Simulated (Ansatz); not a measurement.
Crystal: NaI.

```xyz
2
Lattice="0.0000 3.2364 3.2364 3.2364 0.0000 3.2364 3.2364 3.2364 0.0000" Properties=species:S:1:pos:R:3 pbc="T T T"
I     3.2364    3.2364    3.2364
Na    0.0000    0.0000    0.0000
```

Base run:

* Program: Ansatz 0.2.0
* Functional: PBE
* Potentials or basis: all-electron LAPW, scalar-relativistic
* Cutoff: 133 eV
* Density cutoff: 532 eV
* Basis error allowed: 0.001 eV/atom
* k mesh: 7 × 7 × 7
* Occupations: fermi-dirac, width 0.05 eV
* Spin: no spin polarisation

Its results: band gap on the k mesh 3.64 eV, direct; pressure 0.4 GPa.

The run is repeated on the same cell with these changes: functional from PBE to PBEsol. What comes out?

Band gap on the k mesh 3.51 eV, direct; pressure -0.5 GPa.

PBEsol binds more tightly than PBE, so the same cell stands under less pressure.

Caveats: spin-orbit coupling is left out, which moves the levels of the heavy elements; an odd mesh through Γ misses points on the zone boundary, where band edges often lie (some runs).

Not every run made on this cell is shown here.
